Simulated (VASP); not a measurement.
# PbS (Pm-3m) in VASP: a series of runs, part 2 of 2

VASP 6.6.1. The steps go on from the part before.

**3. Relaxation of the atoms, r2SCAN (atoms moved at random, drawn with an rms of 0.02 Å)**

Input file INCAR:

```
  PREC = Accurate
  ENCUT = 520
  EDIFF = 1E-6
  ISMEAR = 0
  SIGMA = 0.05
  LREAL = False
  LASPH = True
  NELM = 100
  ALGO = Normal
  ISIF = 2
  LWAVE = False
  LCHARG = False
  METAGGA = R2SCAN
  LMIXTAU = True
  IBRION = 2
  NSW = 40
  EDIFFG = -0.02
```

Input file KPOINTS:

```
Automatic mesh
0
Gamma
  7 7 7
```

Input file POSCAR:

```
PbS
1.0
    3.6536590000      0.0000000000      0.0000000000
    0.0000000000      3.6536590000      0.0000000000
    0.0000000000      0.0000000000      3.6536590000
Pb S
1 1
Direct
    0.0021720000      0.0047980000     -0.0041650000
    0.5027590000      0.5006020000      0.4995410000
```

Potentials or basis: VASP PAW PBE potentials, release 64 (Pb_d, S).

On the command line:

```sh
cat potpaw_PBE.64/Pb_d/POTCAR potpaw_PBE.64/S/POTCAR > POTCAR
mpirun -np 1 vasp_std > vasp.out
```

OUTCAR:

```text
PREC = Accurate
   ENCUT = 520
   EDIFF = 1E-6
   ISMEAR = 0
   LREAL = False
   LASPH = True
   NELM = 100
   ISIF = 2
   METAGGA = R2SCAN
   IBRION = 2
   NSW = 40
   EDIFFG = -0.02

 ion  position               nearest neighbor table
   1  0.002  0.005  0.996-   2 3.15   2 3.15   2 3.16   2 3.16   2 3.16   2 3.17   2 3.18   2 3.18

   2  0.503  0.501  0.500-   1 3.15   1 3.15   1 3.16   1 3.16   1 3.16   1 3.17   1 3.18   1 3.18

  LATTYP: Found a simple cubic cell.
 ALAT       =     3.6536590000

  Lattice vectors:

 A1 = (   3.6536590000,   0.0000000000,   0.0000000000)
 A2 = (   0.0000000000,   3.6536590000,   0.0000000000)
 A3 = (   0.0000000000,   0.0000000000,   3.6536590000)

Analysis of symmetry for initial positions (statically):
=====================================================================
 Subroutine PRICEL returns:
 Original cell was already a primitive cell.

 Routine SETGRP: Setting up the symmetry group for a
 simple cubic supercell.

 Subroutine GETGRP returns: Found  1 space group operations
 (whereof  1 operations were pure point group operations)
 out of a pool of 48 trial point group operations.

The static configuration has the point symmetry C_1 .

Analysis of symmetry for dynamics (positions and initial velocities):
=====================================================================
 Subroutine PRICEL returns:
 Original cell was already a primitive cell.

 Routine SETGRP: Setting up the symmetry group for a
 simple cubic supercell.

 Subroutine GETGRP returns: Found  1 space group operations
 (whereof  1 operations were pure point group operations)
 out of a pool of 48 trial point group operations.

The dynamic configuration has the point symmetry C_1 .

 Subroutine INISYM returns: Found  1 space group operations
 (whereof  1 operations are pure point group operations),
 and found     1 'primitive' translations

----------------------------------------------------------------------------------------

                                     Primitive cell

  volume of cell :      48.7735

  direct lattice vectors                    reciprocal lattice vectors
     3.653659000  0.000000000  0.000000000     0.273698230  0.000000000  0.000000000
     0.000000000  3.653659000  0.000000000     0.000000000  0.273698230  0.000000000
     0.000000000  0.000000000  3.653659000     0.000000000  0.000000000  0.273698230

  length of vectors
     3.653659000  3.653659000  3.653659000     0.273698230  0.273698230  0.273698230

  position of ions in fractional coordinates (direct lattice)
     0.002172000  0.004798000  0.995835000
     0.502759000  0.500602000  0.499541000

  ion indices of the primitive-cell ions
   primitive index   ion index
                 1           1
                 2           2

----------------------------------------------------------------------------------------

 KPOINTS: Automatic mesh

Automatic generation of k-mesh.
 Grid dimensions read from file:
 generate k-points for:    7    7    7

 Generating k-lattice:

  Cartesian coordinates                     Fractional coordinates (reciprocal lattice)
     0.039099747  0.000000000  0.000000000     0.142857143  0.000000000  0.000000000
     0.000000000  0.039099747  0.000000000     0.000000000  0.142857143  0.000000000
[... 69 lines left out ...]
   NELECT =      20.0000    total number of electrons
   NUPDOWN=      -1.0000    fix difference up-down
   EMIN   =  10.00;   EMAX   =-10.00  energy-range for DOS
   EFERMI =   0.00;   METHOD = LEGACY
   ISMEAR =     0;   SIGMA  =   0.05  broadening in eV -4-tet -1-fermi 0-gaus
   EFERMI_NEDOS =   21; number of points for ismear=-14 and -15
   IALGO  =     38    algorithm
   IMIX   =      4    mixing-type and parameters
     AMIX     =   0.40;   BMIX     =  1.00
     AMIX_MAG =   1.60;   BMIX_MAG =  1.00
  volume/ion in A,a.u.               =      24.39       164.57
  Fermi-wavevector in a.u.,A,eV,Ry     =   1.216252  2.298383 20.126668  1.479268
  Thomas-Fermi vector in A             =   2.351612
   LORBIT       =      0    0 simple, 1 ext, 2 COOP (PROOUT), +10 PAW based schemes
   METAGGA = R2SCAN    functional components
   LHFCALC =     F    Hartree Fock is set to
   AEXX    =    0.0000 exact exchange contribution
   IVDW    =     0    specifies the selected vdW correction
   LEPSILON=     F    determine dielectric tensor
   LRPA    =     F    only Hartree local field effects (RPA)
 conjugate gradient relaxation of ions
 non-spin polarized calculation
 Gauss-broadening in eV      SIGMA  =   0.05
  energy-cutoff  :      520.00
  volume of cell :       48.77
 maximum number of plane-waves:      1357
   NGX = 13   NGY = 13   NGZ = 13

--------------------------------------- Ionic step        1  -------------------------------------------

 number of electron      20.0000000 magnetization

 Free energy of the ion-electron system (eV)
  ---------------------------------------------------
  ext. energy  EPLUGINS =         0.00000000
  ---------------------------------------------------
  free energy    TOTEN  =       -65.07914449 eV

  energy without entropy =      -65.07914443  energy(sigma->0) =      -65.07914446

------------------------ aborting loop because EDIFF is reached ----------------------------------------

  FORCE on cell =-STRESS in cart. coord.  units (eV):
  Direction    XX          YY          ZZ          XY          YZ          ZX
  --------------------------------------------------------------------------------------
  -------------------------------------------------------------------------------------
  Total       -0.2187182     -0.2169674     -0.2173344     -0.0000155     -0.0004427      0.0000100
  in kB       -7.1847460     -7.1272345     -7.1392892     -0.0005099     -0.0145431      0.0003281
  external PRESSURE =      -7.1504232 kB  Pullay stress =       0.0000000 kB
[... 89 lines left out ...]
  FREE ENERGIE OF THE ION-ELECTRON SYSTEM (eV)
  ---------------------------------------------------
  free  energy   TOTEN  =       -65.0797399265 eV

  energy  without entropy=      -65.0797398754  energy(sigma->0) =      -65.07973990

[... ionic steps 4 to 9 ...]

--------------------------------------- Ionic step       10  -------------------------------------------

 number of electron      19.9999999 magnetization

------------------------ aborting loop because EDIFF is reached ----------------------------------------
[... 67 lines left out ...]
--------------------------------------- Ionic step       12  -------------------------------------------

 number of electron      19.9999998 magnetization

 Free energy of the ion-electron system (eV)
  ---------------------------------------------------
  ext. energy  EPLUGINS =         0.00000000
  ---------------------------------------------------
  free energy    TOTEN  =       -65.17666297 eV

  energy without entropy =      -65.17666276  energy(sigma->0) =      -65.17666286

 E-fermi :   5.9798     XC(G=0): -10.6427

 val. band max:        5.8379578111   @ k =   0.1429   0.2857   0.1429
 cond. band min:       6.1208242459   @ k =   0.4286   0.4286   0.4286
 fundamental gap:      0.2828664348
 Fermi energy:         5.9797858802

 k-point     1 :       0.0000    0.0000    0.0000
  band No.  band energies     occupation
      1     -11.4657      2.00000
      2     -11.4447      2.00000
      3     -11.2539      2.00000
      4     -11.2494      2.00000
      5     -11.2237      2.00000
      6      -8.0026      2.00000
      7      -0.6316      2.00000
      8       3.9586      2.00000
      9       4.2096      2.00000
     10       4.4954      2.00000
     11      10.2031      0.00000
     12      11.0726      0.00000
     13      13.2526      0.00000
     14      14.2691      0.00000
[... 377 lines left out ...]
      1     -11.4301      2.00000
      2     -11.3617      2.00000
      3     -11.2987      2.00000
      4     -11.2759      2.00000
      5     -11.2459      2.00000
      6      -7.2044      2.00000
      7      -1.9546      2.00000
      8       3.0622      2.00000
      9       4.8634      2.00000
     10       5.5828      2.00000
     11       8.5648      0.00000
     12      11.0043      0.00000
     13      11.8096      0.00000
     14      13.6868      0.00000

 [... further k-points ...]

------------------------ aborting loop because EDIFF is reached ----------------------------------------

  FORCE on cell =-STRESS in cart. coord.  units (eV):
  Direction    XX          YY          ZZ          XY          YZ          ZX
  --------------------------------------------------------------------------------------
  -------------------------------------------------------------------------------------
  Total        0.4414052      1.0667518      0.9572350     -0.1177283     -0.3899529      0.1189209
  in kB       14.4998669     35.0420845     31.4445314     -3.8672977    -12.8096934      3.9064736
  external PRESSURE =      26.9954943 kB  Pullay stress =       0.0000000 kB
[... 17 lines left out ...]
  FREE ENERGIE OF THE ION-ELECTRON SYSTEM (eV)
  ---------------------------------------------------
  free  energy   TOTEN  =       -65.1766629682 eV

  energy  without entropy=      -65.1766627573  energy(sigma->0) =      -65.17666286

 reached required accuracy - stopping structural energy minimisation
```

OSZICAR:

```text
N       E                     dE             d eps       ncg     rms          rms(c)
DAV:   1     0.102495993284E+03    0.10250E+03   -0.10175E+04  4830   0.156E+03
DAV:   2    -0.568660819379E+02   -0.15936E+03   -0.15571E+03  5050   0.372E+02
[... 129 lines left out ...]
       N       E                     dE             d eps       ncg     rms          rms(c)
DAV:   1    -0.651757753118E+02    0.84330E-03   -0.19449E-01  4990   0.302E+00    0.784E-02
DAV:   2    -0.651766234392E+02   -0.84813E-03   -0.47037E-03  6908   0.757E-01    0.212E-02
DAV:   3    -0.651766580924E+02   -0.34653E-04   -0.12481E-04  5802   0.121E-01    0.131E-02
DAV:   4    -0.651766331846E+02    0.24908E-04   -0.55734E-05  4972   0.803E-02    0.646E-03
DAV:   5    -0.651766638804E+02   -0.30696E-04   -0.23948E-05  4948   0.550E-02    0.481E-03
DAV:   6    -0.651766629682E+02    0.91218E-06   -0.10837E-06  4322   0.108E-02
  12 F= -.65176663E+02 E0= -.65176663E+02  d E =-.975185E-01
```

Wall time 30 min (1 thread of AMD EPYC 9R45 (Zen 5), shared host); peak memory 0.22 GiB.

Results:

```
Free energy                  : -65.1767 eV
Energy gained by relaxing    : 48.8 meV/atom
Ionic steps                  : 12
Pressure after relaxing      : 2.7 GPa
Largest force after relaxing : 0.017 eV/Å
Band gap on the k mesh       : 0.28 eV, indirect (least direct gap 2.02 eV)
```

Forces in eV/Å, atoms in the order of the input:
```
Pb  -0.003 -0.016 -0.005
S    0.003  0.016  0.005
```

The path:
| step | energy change (eV) | largest force (eV/Å) | pressure (GPa) |
| --- | --- | --- | --- |
| 1 | 0.0000 | 0.0342 | -0.72 |
| 2 | -0.0001 | 0.0399 | -0.71 |
| 3 | -0.0006 | 0.0553 | -0.70 |
| 4 | -0.0020 | 0.0868 | -0.68 |
| 5 | -0.0067 | 0.1459 | -0.62 |
| 6 | -0.0224 | 0.2436 | -0.35 |
| 7 | -0.0674 | 0.2819 | 0.64 |
| 8 | -0.0614 | 0.5583 | 5.22 |
| 9 | -0.0920 | 0.1565 | 1.76 |
| 10 | -0.0956 | 0.1112 | 3.22 |
| 11 | -0.0975 | 0.0236 | 2.56 |
| 12 | -0.0975 | 0.0174 | 2.70 |

Final structure:
```
Pb S
1.0
     3.65366    0.00000    0.00000
     0.00000    3.65366    0.00000
     0.00000    0.00000    3.65366
Pb S
1 1
Cartesian
  3.6366 0.1987 3.4782
  1.8619 1.6479 1.9854
```

Levels at points of the mesh, in eV from the valence-band top:
```csv
k point,band 6,band 7,band 8,band 9,band 10,band 11,band 12,band 13,band 14
"(0.00, 0.00, 0.00)",-13.84,-6.47,-1.88,-1.63,-1.34,4.37,5.23,7.41,8.43
```

Caveat: the PAW data sets were made with another functional, which shifts forces and pressure a little; spin-orbit coupling is left out, which as a rule narrows the gap of such compounds by several tenths of an eV; an odd mesh through Γ misses points on the zone boundary, where band edges often lie.
